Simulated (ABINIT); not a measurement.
The system is BaTiO3.

```
Ba Ti O
1.0
     3.99980    0.00000    0.00000
     0.00000    3.99980    0.00000
     0.00000    0.00000    4.01800
Ba Ti O
1 1 3
Direct
  0.00000 0.00000 0.00000
  0.50000 0.50000 0.49000
  0.00000 0.50000 0.51700
  0.50000 0.00000 0.51700
  0.50000 0.50000 0.01900
```

- Program: ABINIT 10.8.3 (patched build)
- Task: relaxation of cell and atoms
- Functional: PBEsol
- Potentials or basis: PseudoDojo NC SR PBEsol v0.4.1 standard
- Cutoff: 1143 eV
- k mesh: 5 × 5 × 5
- Occupations: fermi-dirac, width 0.05 eV
- Spin: no spin polarisation

At the start: pressure -3.5 GPa; volume 12.86 Å³/atom.

**Question.** Where does the relaxation end?

**Answer.** Over 18 steps the energy falls by 4.7 meV/atom and the volume is 12.70 Å³/atom (-1.2 %); space group P4mm (No. 99, to 0.05 Å).

The path:
| step | energy change (eV) | largest force (eV/Å) | pressure (GPa) | volume (Å³) |
| --- | --- | --- | --- | --- |
| 1 | 0.0000 | 0.3717 | -3.50 | 64.28 |
| 2 | -0.0130 | 0.2709 | -1.63 | 63.60 |
| 3 | -0.0180 | 0.1459 | 0.33 | 62.94 |
| 4 | -0.0186 | 0.1293 | 0.38 | 62.94 |
| 5 | -0.0220 | 0.0850 | 0.24 | 63.19 |
| 6 | -0.0222 | 0.0809 | 0.06 | 63.28 |
| 7 | -0.0226 | 0.0566 | -0.16 | 63.42 |
| 8 | -0.0230 | 0.0582 | -0.25 | 63.51 |
| 9 | -0.0233 | 0.0556 | -0.18 | 63.52 |
| 10 | -0.0234 | 0.0451 | -0.05 | 63.47 |
| 11 | -0.0235 | 0.0351 | 0.05 | 63.43 |
| 12 | -0.0236 | 0.0226 | 0.10 | 63.42 |
| 13 | -0.0237 | 0.0181 | 0.07 | 63.44 |
| 14 | -0.0237 | 0.0143 | 0.02 | 63.47 |
| 15 | -0.0237 | 0.0084 | -0.02 | 63.49 |
| 16 | -0.0237 | 0.0027 | -0.02 | 63.49 |
| 17 | -0.0237 | 0.0005 | -0.01 | 63.49 |
| 18 | -0.0237 | 0.0002 | 0.00 | 63.48 |

Final structure:
```xyz
5
Lattice="3.9566 0.0000 0.0000 0.0000 3.9566 0.0000 0.0000 0.0000 4.0554" Properties=species:S:1:pos:R:3 pbc="T T T"
Ba    0.0000    0.0000   -0.0089
Ti    1.9783    1.9783    1.9535
O     0.0000    1.9783    2.0974
O     1.9783    0.0000    2.0974
O     1.9783    1.9783    0.1181
```

Caveat: this release of the barium file is off.
